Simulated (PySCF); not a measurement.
**Telling isomers of C₇H₈ apart by NMR**

- NMR shieldings at PBE0/pcSseg-1/GIAO
- GFN2-xTB structure
- program: PySCF 2.14.0 with density-fitted response routines
- fast rotation and ring inversion assumed for equivalent nuclei, in vacuum, relativity neglected, single conformer

Referencing at the same level of theory: 1H (σ = 31.72 ppm) and 13C (σ = 186.93 ppm) vs TMS. Where no couplings were computed, multiplicities follow the n + 1 count of equivalent neighbours, and m marks all less simple cases (inequivalent or close neighbours, rings, F or P nearby). Shifts are as computed. Against solution values, carbons near 30 ppm lie about +3 ppm off and those near 130 ppm about +5 ppm. Of 1211 compounds with measured shifts, 218 miss one by over three times the rms of a fit or turn the order of signals round; such compounds aren't used in these exercises.

(1) Tabulate the signals of `C1=C[C@H]2C=C[C@@H]1C2`, `Cc1ccccc1` and their relative energies.

(2) What is the quickest way to tell C1=C[C@H]2C=C[C@@H]1C2 from Cc1ccccc1?

Answers

(1) 
| SMILES | carbon types | δC | δH | E rel. (kcal/mol) |
| --- | --- | --- | --- | --- |
| C1=C[C@H]2C=C[C@@H]1C2 | 6×CH 1×CH2 | 154.0, 82.0, 53.6 | 7.21 (m, 4H), 3.47 (m, 2H), 2.19 (m, 2H) | 49.6 |
| Cc1ccccc1 | 1×C 5×CH 1×CH3 | 143.4, 134.3, 134.0, 130.7, 24.3 | 7.56 (m, 2H), 7.49 (m, 2H), 7.43 (m, 1H), 2.51 (s, 3H) | 0.0 |

Energies are electronic energies at PBE0/pcSseg-1 on these geometries, without zero-point or thermal terms, each for the one conformer computed, which needn't be the lowest.

(2) Count the carbon signals: 3 against 5. The first has an sp3 CH2 in a ring at 82.0 ppm, the second a substituted aromatic carbon (C) at 143.4 ppm. Their most deshielded carbons lie at 154.0 and 143.4 ppm.
